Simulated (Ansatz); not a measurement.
Input and command of a calculation in Ansatz (plane waves; scalar-relativistic PAW potentials unless the input names others):

```yaml
crystal:
  lattice:
    - [0.0, 2.1839935596, 2.1839935596]
    - [2.1839935596, 0.0, 2.1839935596]
    - [2.1839935596, 2.1839935596, 0.0]
  atoms:
    - { symbol: Al, position: [-0.0133705599, -0.0133705599, 0.0133705599], spin: 2.0 }
    - { symbol: "N", position: [0.7757555705, 0.7757555705, 0.7242444295] }
basis:
  ecutwfc: 420
kpoints:
  mp_grid: { grid: [10, 10, 10] }
hamiltonian:
  xc: lda
scf:
  occupations: { method: gaussian, width: 0.05 }
  max_iter: 75
output:
  forces: true
  eigenvalues: true
  stress: true
```

```bash
ansatz run input.yaml --threads 2 --pin off --max-ram 5120MiB --backend cpu --events-out ev --progress --plain --runs-dir out
```

Task: What is wrong with this input?

Result: The program refuses it, because of a moment without spin polarisation (crystal.atoms[0].spin: not typed → 2.0). Without that key it is accepted.

Abridged log:
```
Error: inconsistent input (magnetization.spin_polarized): false but per-atom `spin:`, `per_species`, `initial_magnetization`, `magnetic_field`, or `spin_locking` is set
```